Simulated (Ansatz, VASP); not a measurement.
# Ca: VASP beside Ansatz

File INCAR:

```
SYSTEM = Ca
ALGO = Normal ; EDIFF = 1E-6
EDIFFG = -0.005 ; ENCUT = 600
IBRION = 2 ; ISIF = 3
ISMEAR = 0 ; LASPH = .True.
LCHARG = .False. ; LREAL = .False.
LWAVE = .False. ; NELM = 60
NSW = 70 ; PREC = Accurate
SIGMA = 0.1
```

Contents of KPOINTS:

```
k-points
0
Gamma
  14 14 14
  0 0 0
```

The input POSCAR:

```
Ca
1.0
   -2.1904916621      2.1904916621      2.1904916621
    2.1904916621     -2.1904916621      2.1904916621
    2.1904916621      2.1904916621     -2.1904916621
Ca
1
Direct
    0.0000000000      0.0000000000      0.0000000000
```

Input for Ansatz:

```yaml
crystal:
  lattice:
    - [-2.1904916621, 2.1904916621, 2.1904916621]
    - [2.1904916621, -2.1904916621, 2.1904916621]
    - [2.1904916621, 2.1904916621, -2.1904916621]
  atoms:
    - { symbol: Ca, position: [0.0, 0.0, 0.0] }
basis:
  ecutwfc: 420
kpoints:
  mp_grid: { grid: [14, 14, 14] }
hamiltonian:
  xc: lda
scf:
  occupations: { method: gaussian, width: 0.1 }
output:
  forces: true
  stress: true
  eigenvalues: true
relax:
  adjacent_minimum: "off"
  f_tol: 0.005
  max_steps: 50
  cell: { stress_tol: 0.05 }
```

Alike in both runs: task relaxation of cell and atoms; functional LDA; k mesh 14 × 14 × 14; occupations gaussian, width 0.1 eV; no spin polarisation.

```csv
,VASP,Ansatz
version,VASP 6.6.1,Ansatz 0.2.0
potentials or method,"VASP PAW LDA potentials, release 64 (Ca_sv)","scalar-relativistic, plane waves, PAW"
plane-wave cutoff (eV),600,420
valence electrons in the cell,10,10
```

|  | VASP | Ansatz | Ansatz less VASP |
| --- | --- | --- | --- |
| gap on the k mesh at the Fermi level, each at its own relaxed structure (eV) | none | none | - |
| relaxed volume (Å³/atom) | 37.52 | 37.54 | +0.024 |
| relaxed cell length with the largest relative difference (Å) | 3.653 | 3.654 | +0.0008 |
| energy change over the relaxation (meV/atom) | -26 | -27 | -0.6 |

A gap of «none» marks a metal or a gap that the smearing closes.

LDA usually gives volumes a few per cent too small. Zero-point motion and thermal expansion aren't in these numbers.
